## A row out of step

TASK gives tin diselenide a gap of 0.895 eV, and r2SCAN gives 1.027 eV. Both are meta-GGAs, and TASK usually gives the wider gap of the two. Here the order is reversed. The TASK run used potentials made for PBE, a different functional, and a coarser k mesh; either may be to blame, or the order may be real for this crystal. The runs here cannot decide between these causes.

Orbital band gaps of SnSe2 (P-3m1, 3-atom cell) from density-functional theory at one fixed geometry, without spin polarization or spin-orbit coupling, with Fermi-Dirac smearing of 0.05 eV. Gaps are read along a band path; the two ABINIT values equal those on the k mesh. Basis is the plane-wave cutoff, Kmax in 1/bohr (FLEUR) or the orbital set (SIESTA).

```csv
method,rung,program,potentials,basis,k mesh,gap (eV)
BH,LDA,FLEUR,all electron,4.3 Kmax,8x8x5 3-atom cell,0.615
LDA,LDA,ABINIT,JTH PAW LDA v2.0 sp,408 eV,8x8x5 3-atom cell,0.636
LDA-VWN,LDA,ABINIT,JTH PAW LDA v2.0 sp,408 eV,8x8x5 3-atom cell,0.637
MJW,LDA,FLEUR,all electron,4.3 Kmax,8x8x5 3-atom cell,0.608
AM05,GGA,GPAW,PAW data sets made by gpaw setup for the functional,600 eV,8x8x5 3-atom cell,0.708
PW91,GGA,FLEUR,all electron,4.3 Kmax,8x8x5 3-atom cell,0.734
RPBE,GGA,SIESTA,PseudoDojo 0.4 standard NC,DZP,8x8x5 3-atom cell,0.736
TASK,meta-GGA,DFTK,sg15 pbe 1.2,1225 eV,5x5x3 3-atom cell,0.895
r2SCAN,meta-GGA,Ansatz,Ansatz PAW,500 eV,8x8x5 3-atom cell,1.027
HSE06,hybrid,Ansatz,Ansatz PAW,420 eV,4x4x3 3-atom cell,1.455
```

The reversal matters because it sets the accuracy that a hand estimate can hope for. The two meta-GGA rows differ by 0.13 eV, while the four LDA gaps lie within 0.03 eV of each other, as do the three GGA gaps. Yet the rungs themselves stay in order: every GGA gap lies above every LDA gap, both meta-GGA gaps lie higher still, and the hybrid HSE06 is at the top. A rule of thumb can therefore predict the typical gap of each rung, but not the fine order within it.

## What the gap measures

The gap is the energy between the highest filled and the lowest empty orbital of the crystal. In SnSe2 the filled states at the edge are mainly Se 4p. The empty ones are an antibonding mixture of Sn 5s and Se 4p. To open the gap, a functional must lower the first kind of state relative to the second.

A polar molecule with two atoms and one electron pair is a useful simpler system. The pair sits mostly on the atom that attracts it more strongly, which plays the part of selenium. The empty orbital sits mostly on the other atom, which plays the part of tin. The analogy helps with the direction of a change but not with its size, because in the crystal the levels spread into bands and the other electrons screen each charge.

## Three ingredients that open the gap

**Density gradients.** LDA takes the exchange and correlation energy at each point from the density at that point alone; a GGA also uses the slope of the density. With program, basis and mesh unchanged, going from the two all-electron LDA rows, BH and MJW, to PW91 opens the gap by 0.12 eV. In the same runs the sphere around tin loses about 0.03 electrons, and each selenium sphere gains about 0.02. In the molecule, such a shift goes with a larger distance between the two levels, as long as the coupling between the atoms stays the same. That this is also the main reason for the wider gap in the crystal is a plausible guess.

**Kinetic-energy density.** A meta-GGA also uses the kinetic energy of the orbitals at each point. In these calculations its potential then contains a term that acts on the slope of each orbital, so two orbitals in the same place can be shifted by different amounts. An ordinary local potential cannot do this. Theory thus allows a meta-GGA to include part of the energy jump between adding and removing an electron, which LDA and GGA orbital gaps leave out.

**Exact exchange.** In the molecule, an electron of the pair should feel the repulsion of its partner, but not of itself. An electron placed in the empty orbital should feel both. Exact exchange makes this distinction, and so lowers the filled level relative to the empty one. LDA and GGA make it poorly, because one common potential acts on both orbitals. HSE06 replaces a quarter of the GGA exchange by exact exchange, and only at short range, so it makes part of the correction.

## The rule

Each ingredient gets one fixed amount, and the amounts add:

$$E_\mathrm{gap} \approx 0.6 + 0.1\,g + 0.25\,t + 0.75\,x \quad \text{(in eV)}$$

Here $g$ is 1 if the functional uses density gradients and 0 if not. In the same way, $t$ marks the kinetic-energy density, and $x$ marks the quarter of short-range exact exchange in HSE06. LDA has none of the three, so its estimate is the starting value of 0.6 eV.

The first three amounts are rounded from a least-squares fit to the nine rows without exact exchange. The last is rounded from the distance between HSE06 and the GGA level of that fit. HSE06 is built on a GGA and not on a meta-GGA, so it has $g = 1$, $t = 0$ and $x = 1$. That point is easily lost when the methods are pictured as a ladder.

## Two rows worked by hand

PW91 is a GGA, so only the gradient term is switched on:

$$E_\mathrm{gap} \approx 0.6 + 0.1 = 0.7\ \text{eV}$$

The computed gap is 0.734 eV, so the estimate is about 5 % too low.

r2SCAN uses gradients and the kinetic-energy density:

$$E_\mathrm{gap} \approx 0.6 + 0.1 + 0.25 = 0.95\ \text{eV}$$

The computed gap is 1.027 eV, and the estimate is 0.08 eV too low. This is the largest miss in the table.

Both rows helped to set the constants, so a fairer test estimates each from the other members of its rung. The mean of AM05 and RPBE comes within about 0.01 eV of PW91. That is closer than the method deserves, since the RPBE run has a small basis and potentials made for another functional. For r2SCAN the only other member is TASK, which misses it by 0.13 eV. A new meta-GGA estimate should therefore carry an uncertainty of at least 0.1 eV.

## How well it does

Over all ten rows the typical (root-mean-square) miss is 0.04 eV. This is small beside the rise of more than 0.8 eV from LDA to HSE06. The agreement for HSE06 itself is no test, because that single row fixed the exact-exchange term. Nor does the table test whether the amounts add: four constants describe four kinds of functional, and no row combines the kinetic-energy density with exact exchange. The printed analysis after this text gives the misses row by row.

A simpler rule would climb by the same amount at each rung. It has two constants instead of four, so a looser fit is to be expected. Fitted to all ten rows, it gives a step of 0.23 eV and puts HSE06 0.18 eV too low. Theory offers a likely reason: exact exchange is a different ingredient, not one more step of the same kind. Between r2SCAN and HSE06, run with the same program, the gap rises by 0.43 eV. Mesh and cutoff also change between these two runs. Their share has not been tested, but it is expected to be much smaller than the rise itself.

## Where the rule stops

**Reading the gap.** A k mesh samples the bands at separate points and can step over the band edge; a path through the right region comes closer to it. In eight rows the tabulated gap is 0.04 to 0.08 eV smaller than the gap on the mesh. In the two ABINIT rows the two values coincide, so these gaps were most likely read on the mesh. These two runs also keep the Sn 4d electrons frozen. Read alike on the mesh, the LDA gaps from FLEUR and ABINIT differ by about 0.04 eV, which is more than in the table. The close agreement there is therefore no measure of precision, and differences below about 0.1 eV between programs should not be read as physics.

**Direct gaps.** The rule gives the indirect gap, in which the filled and the empty edge lie at different crystal momenta. On the mesh, the smallest direct gap is about 0.2 eV larger in LDA, but about 0.45 eV larger with the meta-GGAs and HSE06. A single constant added to the rule would not turn it into a rule for direct gaps.

**Spin-orbit coupling.** All ten runs leave it out. It splits the Se 4p states and usually raises the filled edge, which narrows the gap. A value computed with this coupling should not be compared with the rule as if only the functional had changed.

**Other amounts of exact exchange.** To first order, half the fraction should give half the opening. With HSE06 as the only hybrid, that proportionality remains an argument from theory. The term also belongs to the short range of HSE06, and a hybrid with the same fraction of exact exchange at all distances needs a larger one.

**Other crystals.** The four constants belong to this crystal at this fixed geometry. What carries over is the reasoning: exact exchange treats filled and empty orbitals differently in any crystal with a gap, so it should normally open the gap beyond its GGA value. The size of the opening has to be set anew, from one GGA and one hybrid calculation on the new material.

For an engineer who takes a gap from a database, the first thing to check is the functional. For this one crystal, LDA and HSE06 differ by more than a factor of two. The rule tells what a functional would give, not what an experiment would measure.

The analysis program printed:

```
Hand rule and reading of the gap (eV):
      row  rule  rule_less_gap  mesh_less_table_gap  direct_less_indirect_on_mesh
       BH   0.6         -0.015              0.06511                        0.2097
      LDA   0.6         -0.036              0.00041                         0.205
  LDA-VWN   0.6         -0.037                6e-05                         0.205
      MJW   0.6         -0.008              0.06484                        0.2088
     AM05   0.7         -0.008              0.07863                        0.2921
     PW91   0.7         -0.034              0.05925                        0.2746
     RPBE   0.7         -0.036              0.06782                        0.2279
     TASK  0.95          0.055              0.05537                        0.4579
   r2SCAN  0.95         -0.077              0.07012                        0.4405
    HSE06  1.45         -0.005              0.03639                        0.4383
rms miss of the hand rule, all rows (eV): 0.03801
fit of result_gap on 9 rows (~hyb): constant 0.624 +/- 0.02, coefficient of grad 0.102 +/- 0.031, coefficient of kin 0.235 +/- 0.037; rms 0.0331, worst TASK 0.066, leave-one-out rms 0.0642
  rows outside the fit (model, value, miss): HSE06 0.726, 1.455, -0.729
fit of result_gap on 10 rows: constant 0.5715 +/- 0.046, coefficient of rung 0.2336 +/- 0.033; rms 0.0922, worst HSE06 -0.183, leave-one-out rms 0.144
spread of the LDA gaps (eV): 0.029
spread of the GGA gaps (eV): 0.028
r2SCAN less TASK (eV): 0.132
mean of AM05 and RPBE less PW91 (eV): -0.012
PW91 less mean of BH and MJW, all FLEUR (eV): 0.1225
HSE06 less r2SCAN, both Ansatz (eV): 0.428
change of charge in the Sn sphere, LDA to PW91 (electrons): -0.0251
change of charge in each Se sphere, LDA to PW91 (electrons): 0.01632
```
